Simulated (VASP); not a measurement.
Crystal: Ti2Se3.

```
Ti Se
1.0
     4.83136    0.00000    0.00000
     0.00000    4.83136    0.00000
     0.00000    0.00000    5.55376
Ti Se
2 3
Direct
  0.50000 0.50000 0.78226
  0.50000 0.50000 0.21774
  0.00000 0.00000 0.50000
  0.00000 0.50000 0.00000
  0.50000 0.00000 0.00000
```

The cell was built by a generator and needn't be a form met in nature.

```yaml
Program: VASP 6.6.1
Task: relaxation of cell and atoms
Functional: PBE
Potentials_or_basis: VASP PAW PBE potentials, release 64 (Ti_sv, Se)
Cutoff: 520 eV
k_mesh: 3 × 3 × 3
Occupations: gaussian, width 0.15 eV
Spin: no spin polarisation
```

At the start: pressure -7.1 GPa; volume 25.93 Å³/atom.

Problem. How do energy, volume and symmetry change on relaxing?

Solution. Over 20 steps the energy falls by 339.1 meV/atom and the volume is 19.59 Å³/atom (-24.4 %); space group P4/mmm (No. 123, to 0.05 Å).

Step by step:
| step | energy change (eV) | largest force (eV/Å) | pressure (GPa) | volume (Å³) |
| --- | --- | --- | --- | --- |
| 1 | 0.0000 | 0.1567 | -7.08 | 129.64 |
| 2 | -0.7875 | 1.7838 | 1.60 | 109.15 |
| 3 | -0.7926 | 1.9193 | 2.43 | 107.86 |
| 4 | -1.2558 | 0.9322 | 2.07 | 103.00 |
| 5 | -1.4597 | 0.7346 | 3.21 | 98.84 |
| 6 | -1.4696 | 0.7191 | 3.70 | 97.27 |
| 7 | -1.5052 | 0.1986 | -3.46 | 105.35 |
| 8 | -1.5393 | 0.4174 | -0.79 | 101.92 |
| 9 | -1.5659 | 0.4211 | -0.84 | 101.27 |
| 10 | -1.6130 | 0.1423 | -0.59 | 99.34 |
| 11 | -1.6268 | 0.0742 | -0.31 | 98.72 |
| 12 | -1.6423 | 0.3617 | 0.68 | 96.87 |
| 13 | -1.6712 | 0.4694 | 0.78 | 96.64 |
| 14 | -1.6777 | 0.4980 | 0.75 | 96.52 |
| 15 | -1.6756 | 0.5703 | 0.82 | 96.28 |
| 16 | -1.6790 | 0.3953 | 0.83 | 96.45 |
| 17 | -1.6787 | 0.5259 | 0.74 | 96.37 |
| 18 | -1.6792 | 0.4410 | 0.79 | 96.42 |
| 19 | -1.6912 | 0.2571 | 0.32 | 97.12 |
| 20 | -1.6953 | 0.0372 | -0.28 | 97.96 |

Final structure:
```cif
data_structure
_symmetry_space_group_name_H-M 'P 1'
_symmetry_Int_Tables_number 1
_cell_length_a 3.9872
_cell_length_b 3.9872
_cell_length_c 6.1622
_cell_angle_alpha 90.000
_cell_angle_beta 90.000
_cell_angle_gamma 90.000
_cell_volume 97.96
loop_
_atom_site_label
_atom_site_type_symbol
_atom_site_fract_x
_atom_site_fract_y
_atom_site_fract_z
_atom_site_occupancy
Ti1 Ti 0.50000 0.50000 0.71209 1
Ti2 Ti 0.50000 0.50000 0.28791 1
Se1 Se 0.00000 0.00000 0.50000 1
Se2 Se 0.00000 0.50000 0.00000 1
Se3 Se 0.50000 0.00000 0.00000 1
```

Caveat: the k mesh is coarse (spacing up to 0.43 Å⁻¹), so the values aren't converged; the volume moved by over 15 % at a fixed basis, so the end points are rough.
